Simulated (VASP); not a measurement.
# SnTe (Fm-3m) in VASP: notebook

The runs below take SnTe through single point, with r2SCAN.

All numbers are computed with VASP 6.6.1; they aren't measurements. Logs are shortened: lines on timing, memory, paths and dates and some standing lists are left out, and cuts for length are marked.

**The experiment to reproduce.**

From a printed reference work, textbook, for a bulk crystal of SnTe at 300 K: band gap 0.18 eV (direct).

The results are compared with them further down.

## 1. The cell of the first run

It takes space group Fm-3m (No. 225, cubic). Conventional cell: a = 6.248 Å, b = 6.248 Å, c = 6.248 Å, α = 90.00°, β = 90.00°, γ = 90.00°. Within 4.1 Å of Sn (site symmetry m-3m) lie 6 Te at 3.12 Å. Te (site symmetry m-3m) has 6 Sn at 3.12 Å within 4.1 Å.

## 2. Single point, r2SCAN (30.50 Å³/atom)

File POSCAR:

```
SnTe
1.0
    0.0000000000      3.1242474306      3.1242474306
    3.1242474306      0.0000000000      3.1242474306
    3.1242474306      3.1242474306      0.0000000000
Sn Te
1 1
Direct
    0.0000000000      0.0000000000      0.0000000000
    0.5000000000      0.5000000000      0.5000000000
```

File INCAR.step1:

```
SYSTEM = SnTe
  ALGO = Normal
  EDIFF = 1E-4
  ENCUT = 520
  GGA = PE
  ISMEAR = -1
  LASPH = .True.
  LCHARG = .False.
  LREAL = .False.
  LWAVE = .True.
  NBANDS = 17
  NELM = 100
  PREC = Accurate
  SIGMA = 0.02
```

File INCAR.step2:

```
SYSTEM = SnTe
  ALGO = Normal
  EDIFF = 1E-6
  ENCUT = 520
  ISIF = 2
  ISMEAR = -1
  ISTART = 1
  LASPH = .True.
  LCHARG = .False.
  LMIXTAU = .True.
  LREAL = .False.
  LWAVE = .False.
  METAGGA = R2SCAN
  NBANDS = 17
  NELM = 100
  PREC = Accurate
  SIGMA = 0.02
```

File KPOINTS:

```
k-points
0
Gamma
  6 6 6
  0 0 0
```

Potentials or basis: VASP PAW PBE potentials, release 64 (Sn_d, Te).

On the command line:

```
> cat potpaw_PBE.64/Sn_d/POTCAR potpaw_PBE.64/Te/POTCAR > POTCAR
> cp INCAR.step1 INCAR
> mpirun -np 1 vasp_std > vasp.out
> cp INCAR.step2 INCAR
> mpirun -np 1 vasp_std > vasp.out
```

OUTCAR:

```text
SYSTEM = SnTe
   EDIFF = 1E-6
   ENCUT = 520
   ISIF = 2
   ISMEAR = -1
   ISTART = 1
   LASPH = .True.
   LREAL = .False.
   METAGGA = R2SCAN
   NELM = 100
   PREC = Accurate

 ion  position               nearest neighbor table
   1  0.000  0.000  0.000-   2 3.12   2 3.12   2 3.12   2 3.12   2 3.12   2 3.12
   2  0.500  0.500  0.500-   1 3.12   1 3.12   1 3.12   1 3.12   1 3.12   1 3.12

  LATTYP: Found a face centered cubic cell.
 ALAT       =     6.2484948612

  Lattice vectors:

 A1 = (   0.0000000000,   3.1242474306,   3.1242474306)
 A2 = (   3.1242474306,   0.0000000000,   3.1242474306)
 A3 = (   3.1242474306,   3.1242474306,   0.0000000000)

Analysis of symmetry for initial positions (statically):
=====================================================================
 Subroutine PRICEL returns:
 Original cell was already a primitive cell.

 Routine SETGRP: Setting up the symmetry group for a
 face centered cubic supercell.

 Subroutine GETGRP returns: Found 48 space group operations
 (whereof 48 operations were pure point group operations)
 out of a pool of 48 trial point group operations.

The static configuration has the point symmetry O_h .

Analysis of symmetry for dynamics (positions and initial velocities):
=====================================================================
 Subroutine PRICEL returns:
 Original cell was already a primitive cell.

 Routine SETGRP: Setting up the symmetry group for a
 face centered cubic supercell.

 Subroutine GETGRP returns: Found 48 space group operations
 (whereof 48 operations were pure point group operations)
 out of a pool of 48 trial point group operations.

The dynamic configuration has the point symmetry O_h .

 Subroutine INISYM returns: Found 48 space group operations
 (whereof 48 operations are pure point group operations),
 and found     1 'primitive' translations

----------------------------------------------------------------------------------------

                                     Primitive cell

  volume of cell :      60.9911

  direct lattice vectors                    reciprocal lattice vectors
     0.000000000  3.124247431  3.124247431    -0.160038541  0.160038541  0.160038541
     3.124247431  0.000000000  3.124247431     0.160038541 -0.160038541  0.160038541
     3.124247431  3.124247431  0.000000000     0.160038541  0.160038541 -0.160038541

  length of vectors
[... 70 lines left out ...]
   LASPH  =      T    aspherical Exc in radial PAW
   ENCUT  =  520.0 eV  38.22 Ry    6.18 a.u.   8.22  8.22  8.22*2*pi/ulx,y,z
   NELM   =    100;   NELMIN=  2; NELMDL=  0     # of ELM steps
   EDIFF  = 0.1E-05   stopping-criterion for ELM
   LREAL  =      F    real-space projection
   EDIFFG = 0.1E-04   stopping-criterion for IOM
   NSW    =      0    number of steps for IOM
   IBRION =     -1    ionic relax: 0-MD 1-quasi-New 2-CG
   NFREE  =      0    steps in history (QN), initial steepest desc. (CG)
   ISIF   =      2    stress and relaxation
   ISYM   =      2    0-nonsym 1-usesym 2-fastsym
   POTIM  = 0.5000    time-step for ionic-motion
   TEBEG  =    0.0;   TEEND  =   0.0 temperature during run
   PSTRESS=    0.0 pullay stress
   NELECT =      20.0000    total number of electrons
   NUPDOWN=      -1.0000    fix difference up-down
   EMIN   =  10.00;   EMAX   =-10.00  energy-range for DOS
   EFERMI =   0.00;   METHOD = LEGACY
   ISMEAR =    -1;   SIGMA  =   0.02  broadening in eV -4-tet -1-fermi 0-gaus
   EFERMI_NEDOS =   21; number of points for ismear=-14 and -15
   IALGO  =     38    algorithm
   IMIX   =      4    mixing-type and parameters
     AMIX     =   0.40;   BMIX     =  1.00
     AMIX_MAG =   1.60;   BMIX_MAG =  1.00
  volume/ion in A,a.u.               =      30.50       205.79
  Fermi-wavevector in a.u.,A,eV,Ry     =   1.128919  2.133347 17.340052  1.274458
  Thomas-Fermi vector in A             =   2.265611
   LORBIT       =      0    0 simple, 1 ext, 2 COOP (PROOUT), +10 PAW based schemes
   METAGGA = R2SCAN    functional components
   LHFCALC =     F    Hartree Fock is set to
   AEXX    =    0.0000 exact exchange contribution
   IVDW    =     0    specifies the selected vdW correction
   LEPSILON=     F    determine dielectric tensor
   LRPA    =     F    only Hartree local field effects (RPA)
 non-spin polarized calculation
  energy-cutoff  :      520.00
  volume of cell :       60.99
 maximum number of plane-waves:      1676
 NGX is ok and might be reduce to    36
   NGX = 17   NGY = 17   NGZ = 17

 number of electron      19.9999997 magnetization

 Free energy of the ion-electron system (eV)
  ---------------------------------------------------
  ext. energy  EPLUGINS =         0.00000000
  ---------------------------------------------------
  free energy    TOTEN  =       -50.64832597 eV

  energy without entropy =      -50.64752256  energy(sigma->0) =      -50.64792426

 E-fermi :   7.4744     XC(G=0): -10.1963

 val. band max:        7.4474710973   @ k =   0.5000   0.0000   0.0000
 cond. band min:       7.5031670696   @ k =   0.5000   0.0000   0.0000
 fundamental gap:      0.0556959723
 Fermi energy:         7.4744008353

 k-point     1 :       0.0000    0.0000    0.0000
  band No.  band energies     occupation
      1     -15.4414      2.00000
      2     -15.4414      2.00000
      3     -15.4283      2.00000
      4     -15.4283      2.00000
      5     -15.4283      2.00000
      6      -6.3599      2.00000
[... 297 lines left out ...]
      4     -15.4200      2.00000
      5     -15.4155      2.00000
      6      -4.4973      2.00000
[... 9 lines left out ...]
     16      17.9364      0.00000
     17      19.0164      0.00000

------------------------ aborting loop because EDIFF is reached ----------------------------------------

  FORCE on cell =-STRESS in cart. coord.  units (eV):
  Direction    XX          YY          ZZ          XY          YZ          ZX
  --------------------------------------------------------------------------------------
  -------------------------------------------------------------------------------------
  Total        1.1296967      1.1296967      1.1296967      0.0000000      0.0000000     -0.0000000
  in kB       29.6760560     29.6760560     29.6760560      0.0000000      0.0000000     -0.0000000
  external PRESSURE =      29.6760560 kB  Pullay stress =       0.0000000 kB

 VOLUME and BASIS-vectors are now :
 -----------------------------------------------------------------------------
  energy-cutoff  :      520.00
  volume of cell :       60.99
      direct lattice vectors                 reciprocal lattice vectors
     0.000000000  3.124247431  3.124247431    -0.160038541  0.160038541  0.160038541
     3.124247431  0.000000000  3.124247431     0.160038541 -0.160038541  0.160038541
     3.124247431  3.124247431  0.000000000     0.160038541  0.160038541 -0.160038541

 POSITION                                       TOTAL-FORCE (eV/Angst)
 -----------------------------------------------------------------------------------
      0.00000      0.00000      0.00000        -0.000000      0.000000     -0.000000
      3.12425      3.12425      3.12425         0.000000      0.000000      0.000000
 -----------------------------------------------------------------------------------
    total drift:                               -0.000000      0.000000      0.000000

  FREE ENERGIE OF THE ION-ELECTRON SYSTEM (eV)
  ---------------------------------------------------
  free  energy   TOTEN  =       -50.6483259690 eV

  energy  without entropy=      -50.6475225567  energy(sigma->0) =      -50.64792426
```

OUTCAR.step1:

```text
SYSTEM = SnTe
   EDIFF = 1E-4
   ENCUT = 520
   GGA = PE
   ISMEAR = -1
   LASPH = .True.
   LREAL = .False.
[... 529 lines left out ...]
      0.00000      0.00000      0.00000         0.000000      0.000000      0.000000
      3.12425      3.12425      3.12425        -0.000000     -0.000000     -0.000000
 -----------------------------------------------------------------------------------
    total drift:                               -0.000000      0.000000      0.000000

  FREE ENERGIE OF THE ION-ELECTRON SYSTEM (eV)
  ---------------------------------------------------
  free  energy   TOTEN  =        -7.5139179883 eV

  energy  without entropy=       -7.5138188521  energy(sigma->0) =       -7.51386842
```

It took 1.7 min on 1 thread of Intel Xeon 8259CL, shared host; peak memory 0.22 GiB.

What came out:

| Item | Value |
| --- | --- |
| Free energy | -50.6483 eV |
| Pressure | 3.0 GPa |
| Band gap on the k mesh | 0.06 eV |

Caveat: the PAW data sets were made with another functional, which shifts forces and pressure a little; spin-orbit coupling is left out, which moves the levels of the heavy elements.

## 3. Single point, r2SCAN (31.47 Å³/atom)

This run uses another cell than the first one, of 31.47 Å³/atom.

File POSCAR:

```
SnTe
1.0
    0.0000000000      3.1571366626      3.1571366626
    3.1571366626      0.0000000000      3.1571366626
    3.1571366626      3.1571366626      0.0000000000
Sn Te
1 1
Direct
    0.0000000000      0.0000000000      0.0000000000
    0.5000000000      0.5000000000      0.5000000000
```

File INCAR.step1:

```
SYSTEM = SnTe
  PREC = Accurate
  ENCUT = 520
  ISMEAR = -1
  SIGMA = 0.02
  LREAL = .FALSE.
  LASPH = .TRUE.
  NELM = 80
  NBANDS = 17
  GGA = PE
  ALGO = Normal
  EDIFF = 1E-4
  LWAVE = .TRUE.
  LCHARG = .FALSE.
```

File INCAR.step2:

```
SYSTEM = SnTe
  PREC = Accurate
  ENCUT = 520
  EDIFF = 1E-7
  ISMEAR = -1
  SIGMA = 0.02
  LREAL = .FALSE.
  LASPH = .TRUE.
  NELM = 80
  ALGO = Normal
  ISIF = 2
  LWAVE = .FALSE.
  LCHARG = .FALSE.
  METAGGA = R2SCAN
  LMIXTAU = .TRUE.
  NBANDS = 17
  ISTART = 1
```

File KPOINTS:

```
Automatic mesh
0
G
  6 6 6
  0 0 0
```

Potentials or basis: VASP PAW PBE potentials, release 64 (Sn_d, Te).

On the command line:

```
> cat potpaw_PBE.64/Sn_d/POTCAR potpaw_PBE.64/Te/POTCAR > POTCAR
> cp INCAR.step1 INCAR
> mpirun -np 1 vasp_std > vasp.out
> cp INCAR.step2 INCAR
> mpirun -np 1 vasp_std > vasp.out
```

Wall time 2.7 min (1 thread of Intel Xeon 8259CL, shared host); peak memory 0.21 GiB.

It converged, with:

```yaml
Free_energy: -50.6751 eV
Pressure: 1.4 GPa
Band_gap_on_the_k_mesh: 0.05 eV
```

Levels at points of the mesh, in eV from the valence-band top:
```tsv
k point	band 7	band 8	band 9	band 10	band 11	band 12	band 13	band 14
(0.00, 0.00, 0.00)	-4.83	-2.54	-2.54	-2.54	3.35	3.35	3.35	4.90
(0.50, 0.00, 0.00)	-8.85	-2.17	-2.17	0.00	0.05	0.21	0.21	8.13
(0.50, 0.50, 0.00)	-6.84	-6.01	-4.16	-4.16	2.27	5.01	5.01	6.60
```

Caveat: the PAW data sets were made with another functional, which shifts forces and pressure a little; spin-orbit coupling is left out, which moves the levels of the heavy elements.

[end of part 1 of 2]
